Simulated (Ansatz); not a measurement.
# Ni: starts and ends of a spin-polarised SCF

Is Ni magnetic at this level, in which order, and do all starts find it? Single-point runs from several starts follow. We look at Ni: the measured crystal structure (space group Fm-3m, primitive cell doubled), with 2 atoms per cell. Source: COD entry 9013028.

The COD cell was measured well above room temperature, so it is larger than a cold one.

Method: DFT PBE, PAW, plane waves, scalar-relativistic, in Ansatz 0.2.0.

### 1 The system as given

The structure is cubic, space group Fm-3m (No. 225). The conventional cell has a = 3.563 Å, b = 3.563 Å, c = 3.563 Å, α = 90.00°, β = 90.00°, γ = 90.00°. Ni (site symmetry m-3m) is surrounded by 12 Ni at 2.52 Å.

Coordinates:

```cif
data_structure
_symmetry_space_group_name_H-M 'P 1'
_symmetry_Int_Tables_number 1
_cell_length_a 2.5194
_cell_length_b 2.5194
_cell_length_c 5.0388
_cell_angle_alpha 60.000
_cell_angle_beta 60.000
_cell_angle_gamma 60.000
_cell_volume 22.62
loop_
_atom_site_label
_atom_site_type_symbol
_atom_site_fract_x
_atom_site_fract_y
_atom_site_fract_z
_atom_site_occupancy
Ni1 Ni 0.00000 0.00000 0.00000 1
Ni2 Ni 0.00000 0.00000 0.50000 1
```

Labels such as Ni2 number the atoms in the order of the input file.

First come: parallel moments, plain SCF; opposed moments +-, plain SCF; no spin polarisation; spin on, no moments given (the program may seed its own), plain SCF. Further starts follow from what these give.

A plain SCF has the search for lower states switched off and ends at the first converged state. 

The total moment includes the space between the atomic spheres.

### 2 Parallel moments, plain SCF

input.yaml

```yaml
crystal:
  lattice:
    - [0.0, 1.7815, 1.7815]
    - [1.7815, 0.0, 1.7815]
    - [3.563, 3.563, 0.0]
  atoms:
    - { symbol: Ni, position: [0.0, 0.0, 0.0], spin: 2.0 }
    - { symbol: Ni, position: [0.0, 0.0, 0.5], spin: 2.0 }
magnetization:
  spin_polarized: true
hamiltonian:
  xc: pbe
  pseudopotentials: { kind: paw }
basis:
  ecutwfc: 420
kpoints:
  mp_grid: { grid: [13, 13, 7] }
scf:
  occupations: { method: fermi_dirac, width: 0.1 }
  lower_state_search: "off"
output:
  forces: true
  stress: true
```

The log of the run (excerpt; [...] marks lines left out):

```text
Warning: crystal.symmetry: narrowed to the stabiliser of the k-point mesh — unitary ops 24 → 8; excluded 16 operations that carry a point of the 13×13×7 mesh (shift [0, 0, 0]) off the mesh (the run samples exactly the mesh kpoints.mp_grid names, as under crystal.symmetry.detect: false, [...]
Pseudopotentials: kind: paw
Pseudopotential: Ni, paw, valence charge 18, recommended cutoff 420 eV (normal), Ni.paw.azcp
Functional definition: PBE
[...]
Crystal: 2 atoms, lattice volume = 22.616 Å³
Basis set: ecut = 420 eV, 457 PW (Γ), exchange–correlation on 36×36×72 points (8 copies of the dense FFT grid, shifted against one another)
Bands: 24, of which v1, the nominal top of the filled ones, is band 18 counted from 1 (17 counted from 0)
Symmetry: 8 space group operations
k-points: 322 of 1183
[...]
Starting moments: Σ|m| = 4 μB on 2 of 2 sites
[...]
SCF iter   1: F=—  HF=-11678.937220 eV  |F-HF|=—  |Δ(HF+E_count)|=         —  Δρ=1.29e-1 (↑1.10e-1 ↓1.29e-1)  dr2=4.51e-2  dr2_m=2.95e0  M=1.869 μB ∫|m|=2.089 μB  β_m=0.30  ethr=1.25e-4  ⟨swp⟩=1.0  Hψ=76167  notcnv=0
[...]
spin-set hold released at iteration 1 (the charge has settled, or the pull on large starting moments outlasts its swing): the magnetisation degrees of freedom join the quasi-Newton model from the next iteration; the mixer history was flushed
[...]
SCF iter  10: F=-11679.480555 eV  HF=-11679.480555 eV  |F-HF|=1.31e-9  |Δ(HF+E_count)|=   3.09e-8  Δρ=6.60e-6 (↑1.33e-6 ↓6.60e-6)  dr2=4.04e-9  dr2_m=2.53e-9  M=1.257 μB ∫|m|=1.441 μB  ethr=5.96e-11  ⟨swp⟩=2.1  Hψ=50839  notcnv=0
[...]
SCF converged after 10 iterations
Magnetization: 1.2568 μB (18.6284 up, 17.3716 down)
Absolute magnetization: 1.4426 μB (∫|ρ↑−ρ↓|, with the PAW one-centre terms)
Spin contamination: 0.0146 ħ² per cell (⟨S²⟩ above its minimum at these occupations)
Per-site moments (μB) at R_I (Å): [(0.6675401328479489, 1.0392613528141634), (0.667540132847949, 1.0392613528141634)]
Free energy (F): -11679.480555 eV
[...]
E sigma→0 (E₀):  -11679.425516 eV
Entropy (-TS):   -0.110078 eV (-55.039 meV/atom)
Fermi energy:    17.313320 eV
[...]
--- Forces (eV/Å), atoms counted from 1 ---
  atom   1  Ni    -0.00000000     0.00000000     0.00000000
  atom   2  Ni    -0.00000000     0.00000000     0.00000000
[...]
--- Stress (GPa, compression-positive) ---
       -6.554499       0.089850      -0.015701
        0.089850      -6.554499      -0.015701
       -0.015702      -0.015702      -6.585109
  P = ⅓ Tr σ = -6.5647 GPa (-65.647 kbar)
```

Run time: 31 s. Hardware: 2 threads of an x86-64 CPU, shared host; peak memory 0.52 GiB.

Result: ferromagnetic, site moments Ni1 0.67, Ni2 0.67 μB, total 1.26 μB per cell, no gap on the k-mesh.

### 3 Opposed moments +-, plain SCF

input.yaml, as its differences from that of step 2:

```diff
@@ -7,3 +7,3 @@
     - { symbol: Ni, position: [0.0, 0.0, 0.0], spin: 2.0 }
-    - { symbol: Ni, position: [0.0, 0.0, 0.5], spin: 2.0 }
+    - { symbol: Ni, position: [0.0, 0.0, 0.5], spin: -2.0 }
 magnetization:
```

The log of the run (excerpt; [...] marks lines left out):

```text
Warning: crystal.symmetry: narrowed to the stabiliser of the k-point mesh — unitary ops 12 → 4; excluded 8 operations that carry a point of the 13×13×7 mesh (shift [0, 0, 0]) off the mesh (the run samples exactly the mesh kpoints.mp_grid names, as under crystal.symmetry.detect: false, and [...]
[... 11 lines as in an earlier run ...]
Symmetry: 4 space group operations
[... 5 lines as in an earlier run ...]
Starting moments: Σ|m| = 4 μB on 2 of 2 sites
[... 2 lines as in an earlier run ...]
spin-down is spin-up translated by (0, 0, 0.5): one eigenproblem is solved per k-point and the antiferromagnetic symmetry of the starting moments is kept exactly by this SCF (crystal.symmetry.spin_inversion_symmetry: false solves both channels; [...]
SCF iter   1: F=—  HF=-11678.715670 eV  |F-HF|=—  |Δ(HF+E_count)|=         —  Δρ=1.30e-1 (↑1.30e-1 ↓1.30e-1)  dr2=7.79e-2  dr2_m=3.44e0  M=0.000 μB ∫|m|=1.951 μB  β_m=0.30  ethr=2.17e-4  ⟨swp⟩=1.2  Hψ=38507  notcnv=0
[...]
[... 1 line as in an earlier run ...]
[...]
SCF iter  23: F=-11679.401518 eV  HF=-11679.401518 eV  |F-HF|=2.36e-11  |Δ(HF+E_count)|=   1.08e-9  Δρ=5.02e-7 (↑5.02e-7 ↓5.02e-7)  dr2=3.62e-11  dr2_m=8.46e-12  M=0.000 μB ∫|m|=0.000 μB  ethr=3.37e-12  ⟨swp⟩=1.9  Hψ=24947  notcnv=0
WARN: the starting moments were not kept: the SCF closed with an absolute magnetisation of 8.4e-6 μB, where they sum to 4 μB in size (2 sites). That is at most 0.1 of that sum. Measured as dr2_m measures the in/out step, that magnetisation stands 7.8e-11 eV from none, at or under the [...]
SCF converged after 23 iterations
Magnetization: 0.0000 μB (18.0000 up, 18.0000 down)
Absolute magnetization: 0.0000 μB (∫|ρ↑−ρ↓|, with the PAW one-centre terms)
Spin contamination: 0.0000 ħ² per cell (⟨S²⟩ above its minimum at these occupations)
Per-site moments (μB) at R_I (Å): [(-3.845247088574123e-6, 1.0392613528141634), (3.845247088574123e-6, 1.0392613528141634)]
Free energy (F): -11679.401518 eV
[...]
E sigma→0 (E₀):  -11679.308734 eV
Entropy (-TS):   -0.185568 eV (-92.784 meV/atom)
Fermi energy:    17.145720 eV
[...]
--- Forces (eV/Å), atoms counted from 1 ---
  atom   1  Ni     0.00000000     0.00000000     0.00000000
  atom   2  Ni     0.00000000     0.00000000     0.00000000
[...]
--- Stress (GPa, compression-positive) ---
       -7.324554      -0.039270      -0.024518
       -0.039270      -7.324554      -0.024518
       -0.024518      -0.024518      -7.389292
  P = ⅓ Tr σ = -7.3461 GPa (-73.461 kbar)
```

Run time: 34 s. Hardware: 2 threads of an x86-64 CPU, shared host; peak memory 0.5 GiB.

End: non-magnetic, no gap on the k-mesh. It lies 39.5 meV/atom above the lowest state so far (step 2).

### 4 No spin polarisation

input.yaml, as its differences from that of step 3:

```diff
@@ -6,6 +6,4 @@
   atoms:
-    - { symbol: Ni, position: [0.0, 0.0, 0.0], spin: 2.0 }
-    - { symbol: Ni, position: [0.0, 0.0, 0.5], spin: -2.0 }
-magnetization:
-  spin_polarized: true
+    - { symbol: Ni, position: [0.0, 0.0, 0.0] }
+    - { symbol: Ni, position: [0.0, 0.0, 0.5] }
 hamiltonian:
```

The log of the run (excerpt; [...] marks lines left out):

```text
[... 11 lines as in an earlier run ...]
Bands: 22, of which v1, the nominal top of the filled ones, is band 18 counted from 1 (17 counted from 0)
[... 5 lines as in an earlier run ...]
[...]
[... 2 lines as in an earlier run ...]
SCF iter   1: F=—  HF=-11679.401328 eV  |F-HF|=—  |Δ(HF+E_count)|=         —  Δρ=2.22e-3  dr2=5.48e-4  ethr=1.77e-3  ⟨swp⟩=4.4  Hψ=25693  notcnv=0
[...]
SCF iter   6: F=-11679.401518 eV  HF=-11679.401518 eV  |F-HF|=2.87e-10  |Δ(HF+E_count)|=   1.50e-8  Δρ=3.25e-6  dr2=6.19e-10  ethr=4.30e-11  ⟨swp⟩=2.9  Hψ=26006  notcnv=0
[...]
SCF converged after 6 iterations
Free energy (F): -11679.401518 eV
[...]
E sigma→0 (E₀):  -11679.308734 eV
Entropy (-TS):   -0.185568 eV (-92.784 meV/atom)
Fermi energy:    17.145714 eV
[... 24 lines left out: energy terms, forces, stress ...]
```

Run time: 11 s. Hardware: 2 threads of an x86-64 CPU, shared host; peak memory 0.42 GiB.

This is the state of step 3 again (non-magnetic), after 6 iterations.

### 5 Spin on, no moments given (the program may seed its own), plain SCF

input.yaml, as its differences from that of step 4:

```diff
@@ -21 +21,3 @@
   stress: true
+magnetization:
+  spin_polarized: true
```

The log of the run (excerpt; [...] marks lines left out):

```text
[... 1 line as in an earlier run ...]
band count auto-derived: 24 (N_el = 36.0; filled up to band 18; 22 by the electrons, moments and atoms)
[... 19 lines as in an earlier run ...]
[...]
SCF iter   1: F=—  HF=-11678.013125 eV  |F-HF|=—  |Δ(HF+E_count)|=         —  Δρ=1.78e-1 (↑1.78e-1 ↓1.74e-1)  dr2=1.10e-2  dr2_m=6.41e0  M=2.572 μB ∫|m|=2.572 μB  ethr=5.86e-4  ⟨swp⟩=1.3  Hψ=38540  notcnv=0
[...]
SCF iter  11: F=-11679.480555 eV  HF=-11679.480555 eV  |F-HF|=2.15e-10  |Δ(HF+E_count)|=   1.04e-8  Δρ=4.00e-6 (↑1.09e-6 ↓4.00e-6)  dr2=7.87e-10  dr2_m=7.74e-10  M=1.257 μB ∫|m|=1.441 μB  ethr=8.74e-12  ⟨swp⟩=1.8  Hψ=45978  notcnv=0
[...]
SCF converged after 11 iterations
Magnetization: 1.2568 μB (18.6284 up, 17.3716 down)
Absolute magnetization: 1.4427 μB (∫|ρ↑−ρ↓|, with the PAW one-centre terms)
Spin contamination: 0.0146 ħ² per cell (⟨S²⟩ above its minimum at these occupations)
Per-site moments (μB) at R_I (Å): [(0.6675517992484847, 1.0392613528141634), (0.667551799248485, 1.0392613528141634)]
Free energy (F): -11679.480555 eV
[...]
E sigma→0 (E₀):  -11679.425516 eV
Entropy (-TS):   -0.110078 eV (-55.039 meV/atom)
Fermi energy:    17.313297 eV
[... 24 lines left out: energy terms, forces, stress ...]
```

Wall time 35 s (2 threads of an x86-64 CPU, shared host); peak memory 0.52 GiB.

Nothing new: the 11 iterations lead to the state found in step 2 (ferromagnetic).

### 6 Parallel moments scaled by 0.03, plain SCF

input.yaml, as its differences from that of step 5:

```diff
@@ -6,4 +6,6 @@
   atoms:
-    - { symbol: Ni, position: [0.0, 0.0, 0.0] }
-    - { symbol: Ni, position: [0.0, 0.0, 0.5] }
+    - { symbol: Ni, position: [0.0, 0.0, 0.0], spin: 0.06 }
+    - { symbol: Ni, position: [0.0, 0.0, 0.5], spin: 0.06 }
+magnetization:
+  spin_polarized: true
 hamiltonian:
@@ -21,3 +23 @@
   stress: true
-magnetization:
-  spin_polarized: true
```

The log of the run (excerpt; [...] marks lines left out):

```text
[... 11 lines as in an earlier run ...]
Bands: 23, of which v1, the nominal top of the filled ones, is band 18 counted from 1 (17 counted from 0)
[... 6 lines as in an earlier run ...]
Starting moments: Σ|m| = 0.12 μB on 2 of 2 sites
[... 2 lines as in an earlier run ...]
[...]
SCF iter   1: F=—  HF=-11679.419837 eV  |F-HF|=—  |Δ(HF+E_count)|=         —  Δρ=2.73e-2 (↑2.73e-2 ↓1.81e-2)  dr2=2.10e-1  dr2_m=6.14e-3  M=0.169 μB ∫|m|=0.172 μB  β_m=1.00  ethr=5.85e-4  ⟨swp⟩=1.0  Hψ=73296  notcnv=0
[...]
spin-set hold released at iteration 14 (site moments contracting): the magnetisation degrees of freedom join the quasi-Newton model from the next iteration; the mixer history was flushed
[...]
SCF iter  21: F=-11679.480555 eV  HF=-11679.480555 eV  |F-HF|=2.91e-9  |Δ(HF+E_count)|=   2.16e-8  Δρ=5.00e-6 (↑3.51e-6 ↓5.00e-6)  dr2=6.90e-10  dr2_m=3.04e-9  M=1.257 μB ∫|m|=1.441 μB  ethr=2.78e-10  ⟨swp⟩=3.0  Hψ=57201  notcnv=0
[...]
SCF converged after 21 iterations
Magnetization: 1.2568 μB (18.6284 up, 17.3716 down)
Absolute magnetization: 1.4426 μB (∫|ρ↑−ρ↓|, with the PAW one-centre terms)
Spin contamination: 0.0146 ħ² per cell (⟨S²⟩ above its minimum at these occupations)
Per-site moments (μB) at R_I (Å): [(0.6675357650377214, 1.0392613528141634), (0.6675357650377216, 1.0392613528141634)]
Free energy (F): -11679.480555 eV
[...]
E sigma→0 (E₀):  -11679.425515 eV
Entropy (-TS):   -0.110081 eV (-55.041 meV/atom)
Fermi energy:    17.313273 eV
[... 24 lines left out: energy terms, forces, stress ...]
```

Run time: 50 s. Hardware: 2 threads of an x86-64 CPU, shared host; peak memory 0.51 GiB.

This is the state of step 2 again (ferromagnetic), after 21 iterations.

### 7 Moments +- scaled by 0.4, plain SCF

input.yaml, as its differences from that of step 6:

```diff
@@ -6,4 +6,4 @@
   atoms:
-    - { symbol: Ni, position: [0.0, 0.0, 0.0], spin: 0.06 }
-    - { symbol: Ni, position: [0.0, 0.0, 0.5], spin: 0.06 }
+    - { symbol: Ni, position: [0.0, 0.0, 0.0], spin: 0.8 }
+    - { symbol: Ni, position: [0.0, 0.0, 0.5], spin: -0.8 }
 magnetization:
```

The log of the run (excerpt; [...] marks lines left out):

```text
[... 18 lines as in an earlier run ...]
Starting moments: Σ|m| = 1.6 μB on 2 of 2 sites
[... 3 lines as in an earlier run ...]
[...]
SCF iter   1: F=—  HF=-11679.345831 eV  |F-HF|=—  |Δ(HF+E_count)|=         —  Δρ=3.63e-2 (↑3.63e-2 ↓3.63e-2)  dr2=1.86e-1  dr2_m=1.80e-1  M=0.000 μB ∫|m|=1.030 μB  β_m=0.30  ethr=5.18e-4  ⟨swp⟩=1.0  Hψ=36762  notcnv=0
[...]
spin-set hold released at iteration 9 (site moments contracting): the magnetisation degrees of freedom join the quasi-Newton model from the next iteration; the mixer history was flushed
[...]
SCF iter  26: F=-11679.401518 eV  HF=-11679.401518 eV  |F-HF|=6.55e-11  |Δ(HF+E_count)|=  6.18e-11  Δρ=5.17e-7 (↑5.17e-7 ↓5.17e-7)  dr2=7.80e-11  dr2_m=6.51e-12  M=0.000 μB ∫|m|=0.000 μB  ethr=3.44e-12  ⟨swp⟩=1.8  Hψ=19510  notcnv=0
WARN: the starting moments were not kept: the SCF closed with an absolute magnetisation of 1.2e-4 μB, where they sum to 1.6 μB in size (2 sites). That is at most 0.1 of that sum. Measured as dr2_m measures the in/out step, that magnetisation stands 2.3e-8 eV from none, at or under the [...]
SCF converged after 26 iterations
Magnetization: 0.0000 μB (18.0000 up, 18.0000 down)
Absolute magnetization: 0.0001 μB (∫|ρ↑−ρ↓|, with the PAW one-centre terms)
Spin contamination: 0.0000 ħ² per cell (⟨S²⟩ above its minimum at these occupations)
Per-site moments (μB) at R_I (Å): [(6.344928659970645e-5, 1.0392613528141634), (-6.344928659970645e-5, 1.0392613528141634)]
Free energy (F): -11679.401518 eV
[...]
E sigma→0 (E₀):  -11679.308734 eV
Entropy (-TS):   -0.185568 eV (-92.784 meV/atom)
Fermi energy:    17.145726 eV
[... 24 lines left out: energy terms, forces, stress ...]
```

Run time: 33 s. Hardware: 2 threads of an x86-64 CPU, shared host; peak memory 0.5 GiB.

This is the state of step 3 again (non-magnetic), after 26 iterations.

### 8 A moment on one site alone, plain SCF

input.yaml, as its differences from that of step 7:

```diff
@@ -6,4 +6,4 @@
   atoms:
-    - { symbol: Ni, position: [0.0, 0.0, 0.0], spin: 0.8 }
-    - { symbol: Ni, position: [0.0, 0.0, 0.5], spin: -0.8 }
+    - { symbol: Ni, position: [0.0, 0.0, 0.0] }
+    - { symbol: Ni, position: [0.0, 0.0, 0.5], spin: 2.0 }
 magnetization:
```

The log of the run (excerpt; [...] marks lines left out):

```text
[... 18 lines as in an earlier run ...]
Starting moments: Σ|m| = 2 μB on 1 of 2 sites
[... 2 lines as in an earlier run ...]
SCF iter   1: F=—  HF=-11679.292530 eV  |F-HF|=—  |Δ(HF+E_count)|=         —  Δρ=1.06e-1 (↑1.06e-1 ↓4.29e-2)  dr2=3.05e0  dr2_m=6.32e-1  M=1.383 μB ∫|m|=1.497 μB  β_m=0.30  ethr=3.10e-3  ⟨swp⟩=4.5  Hψ=53327  notcnv=0
[...]
spin-set hold released at iteration 5 (the charge has settled, or the pull on large starting moments outlasts its swing): the magnetisation degrees of freedom join the quasi-Newton model from the next iteration; the mixer history was flushed
[...]
SCF iter  21: F=-11679.480555 eV  HF=-11679.480555 eV  |F-HF|=2.29e-9  |Δ(HF+E_count)|=   4.52e-8  Δρ=5.40e-6 (↑2.59e-6 ↓5.40e-6)  dr2=3.63e-9  dr2_m=1.35e-9  M=1.257 μB ∫|m|=1.441 μB  ethr=2.23e-10  ⟨swp⟩=3.0  Hψ=53264  notcnv=0
[...]
SCF converged after 21 iterations
Magnetization: 1.2568 μB (18.6284 up, 17.3716 down)
Absolute magnetization: 1.4427 μB (∫|ρ↑−ρ↓|, with the PAW one-centre terms)
Spin contamination: 0.0146 ħ² per cell (⟨S²⟩ above its minimum at these occupations)
Per-site moments (μB) at R_I (Å): [(0.6675445810138515, 1.0392613528141634), (0.6675496193501308, 1.0392613528141634)]
Free energy (F): -11679.480555 eV
[...]
E sigma→0 (E₀):  -11679.425515 eV
Entropy (-TS):   -0.110080 eV (-55.040 meV/atom)
Fermi energy:    17.313263 eV
[... 24 lines left out: energy terms, forces, stress ...]
```

It took 37 s on 2 threads of an x86-64 CPU, shared host; peak memory 0.53 GiB.

This is the state of step 2 again (ferromagnetic), after 21 iterations.

### 9 Comparing the starts

```
step  iterations  state  moments of Ni1 Ni2 (μB)  total (μB)  gap (eV)  pressure (GPa)  above lowest (meV/atom)
   2          10      1                0.67 0.67        1.26      none            -6.6                      0.0
   3          23      2                0.00 0.00        0.00      none            -7.3                     39.5
   4           6      2                0.00 0.00        0.00      none            -7.3                     39.5
   5          11      1                0.67 0.67        1.26      none            -6.6                      0.0
   6          21      1                0.67 0.67        1.26      none            -6.6                      0.0
   7          26      2                0.00 0.00        0.00      none            -7.3                     39.5
   8          21      1                0.67 0.67        1.26      none            -6.6                      0.0
```

States are numbered from the lowest. Starts by step: 2 parallel moments, plain SCF; 3 opposed moments +-, plain SCF; 4 no spin polarisation; 5 spin on, no moments given (the program may seed its own), plain SCF; 6 parallel moments scaled by 0.03, plain SCF; 7 moments +- scaled by 0.4, plain SCF; 8 a moment on one site alone, plain SCF.

The 7 runs of this session took 3.8 min in all, from 11 s to 50 s each.

Decimal logarithm of the largest residual (eV) by iteration, counted through all cycles of a run:

```
iteration  step 2  step 3  step 4  step 5  step 6  step 7  step 8
        1     0.5     0.5    -3.3     0.8    -0.7    -0.7     0.5
        2     0.2     0.3    -3.8    -0.4    -1.5    -0.9     1.1
        3    -1.6    -0.7    -5.6    -0.6    -1.8    -1.0     0.1
        4    -3.0    -1.2    -6.4    -0.3    -2.2    -1.2     0.1
        5    -1.9    -2.0    -7.8    -2.4    -2.1    -1.3    -0.1
        6    -3.7    -2.8    -9.2    -2.7    -1.9    -1.4     0.5
        8    -5.7    -3.8       -    -5.1    -1.7    -1.6    -0.4
       10    -8.4    -4.1       -    -7.4    -1.8    -1.8    -1.3
       12       -    -4.8       -       -    -2.1    -2.8    -1.7
       15       -    -5.3       -       -    -2.3    -4.7    -2.6
       17       -    -4.8       -       -    -2.0    -5.2    -3.8
       19       -    -6.0       -       -    -4.2    -5.7    -6.6
       21       -    -7.9       -       -    -8.5    -6.5    -8.4
       24       -       -       -       -       -    -8.1       -
       26       -       -       -       -       -   -10.1       -
```

### 10 Outcome

| quantity | value |
| --- | --- |
| distinct states | 2 from 7 converged runs |
| lowest state from plain starts | ferromagnetic |
| its moments | Ni1 0.67, Ni2 0.67 μB |
| total moment | 1.26 μB per cell |
| gap on the k-mesh | none |
| pressure | -6.6 GPa |
| largest force | 0.000 eV/Å |
| next state | non-magnetic, 39.5 meV/atom higher |

**Reading.** The 7 converged runs end in 2 distinct states. Switching spin polarisation off costs 39.5 meV/atom in free energy, smearing entropy included. The search isn't exhaustive: larger magnetic cells and non-collinear orders weren't tried. The mesh has less symmetry than the lattice, which lowers the symmetry of the run.
